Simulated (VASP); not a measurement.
Input of a VASP 6.6.1 run:

Contents of INCAR:

```
SYSTEM = TiAl
PREC     = Accurate       ! precision mode
ENCUT    = 520            ! plane-wave cutoff, eV
EDIFF    = 1E-7           ! SCF threshold, eV
ISMEAR   = 0              ! smearing method
SIGMA    = 0.1            ! smearing width, eV
LREAL    = .False.        ! projectors in reciprocal space
LASPH    = .True.         ! aspherical terms in the spheres
NELM     = 80             ! most SCF steps
ALGO     = Fast           ! electronic algorithm
ISIF     = 2              ! what is computed and relaxed
LWAVE    = .False.        ! write WAVECAR
LCHARG   = .True.         ! write CHGCAR
GGA      = PS             ! functional
LELF     = .True.         ! ELF
LVHAR    = .True.       
NBANDS   = 40             ! bands
```

The input KPOINTS:

```
regular mesh
0
Gamma
  12 12 2
  0 0 0
```

File POSCAR:

```
TiAl
1.0
    2.8679136055      0.0000000000      0.0000000000
   -1.4339568027      2.4836860382      0.0000000000
   11.4338941148      6.6013618451     18.5121543630
Ti Al
4 4
Direct
    0.5230913180      0.2615456590      0.0270092821
    0.5173539508      0.2586769754      0.1535014022
    0.5116165836      0.2558082918      0.2799935224
    0.5058792165      0.2529396082      0.4064856425
    0.5058792165      0.2529396082      0.5314856425
    0.5116165836      0.2558082918      0.6549935224
    0.5173539508      0.2586769754      0.7785014022
    0.5230913180      0.2615456590      0.9020092821
```

Potentials or basis: VASP PAW PBE potentials, release 64 (Ti_sv, Al).

Launch:

```sh
$ cat potpaw_PBE.64/Ti_sv/POTCAR potpaw_PBE.64/Al/POTCAR > POTCAR
$ mpirun -np 1 vasp_std > vasp.out
```

(1) Predict the pressure.

(2) Estimate the largest force.

(3) Estimate the band gap on the k mesh.

Results:

(1) -0.3 GPa.

(2) 0.227 eV/Å.

(3) none (metal or under the smearing width).

Caveat: the PAW data sets were made with another functional, which shifts forces and pressure a little.
